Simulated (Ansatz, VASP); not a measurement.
## NaF (Villiaumite): VASP beside Ansatz

The input INCAR:

```
  PREC = Accurate
  ENCUT = 600
  EDIFF = 1E-7
  ISMEAR = 0
  SIGMA = 0.02
  LREAL = F
  LASPH = T
  NELM = 80
  ALGO = Normal
  ISIF = 3
  LWAVE = F
  LCHARG = F
  GGA = PE
  IBRION = 2
  NSW = 100
  EDIFFG = -0.005
```

The input KPOINTS:

```
Automatic mesh
0
Gamma
  8 8 8
```

POSCAR

```
NaF
1.0
    0.0000000000      2.3200000000      2.3200000000
    2.3200000000      0.0000000000      2.3200000000
    2.3200000000      2.3200000000      0.0000000000
Na F
1 1
Direct
    0.0000000000      0.0000000000      0.0000000000
    0.5000000000      0.5000000000      0.5000000000
```

Input for Ansatz:

```yaml
crystal:
  lattice:
    - [0.0, 2.32, 2.32]
    - [2.32, 0.0, 2.32]
    - [2.32, 2.32, 0.0]
  atoms:
    - { symbol: Na, position: [0.0, 0.0, 0.0] }
    - { symbol: F, position: [0.5, 0.5, 0.5] }
basis:
  ecutwfc: 420
kpoints:
  mp_grid: { grid: [8, 8, 8] }
hamiltonian:
  xc: pbe
scf:
  occupations: { method: gaussian, width: 0.02 }
output:
  forces: true
  stress: true
  eigenvalues: true
relax:
  adjacent_minimum: "off"
  f_tol: 0.005
  max_steps: 80
  cell: { stress_tol: 0.05 }
```

Alike in both runs: task relaxation of cell and atoms; functional PBE; k mesh 8 × 8 × 8; occupations gaussian, width 0.02 eV; no spin polarisation.

|  | VASP | Ansatz |
| --- | --- | --- |
| version | VASP 6.6.1 | Ansatz 0.2.0 |
| potentials or method | VASP PAW PBE potentials, release 64 (Na_pv, F) | scalar-relativistic, plane waves, PAW |
| plane-wave cutoff (eV) | 600 | 420 |
| valence electrons in the cell | 14 | 16 |

```tsv
	VASP	Ansatz	Ansatz less VASP
gap on the k mesh at the Fermi level, each at its own relaxed structure (eV)	6.09	6.09	-0.002
relaxed volume (Å³/atom)	12.93	12.97	+0.039
relaxed cell length with the largest relative difference (Å)	3.320	3.323	+0.0033
energy change over the relaxation (meV/atom)	-2	-3	-0.7
```

The two sets of potentials don't hold the same shells in valence.

PBE gaps usually lie below the measured ones, often by a third to a half. Zero-point motion and thermal expansion aren't in these numbers. PBE usually gives volumes a little too large and moduli too small.
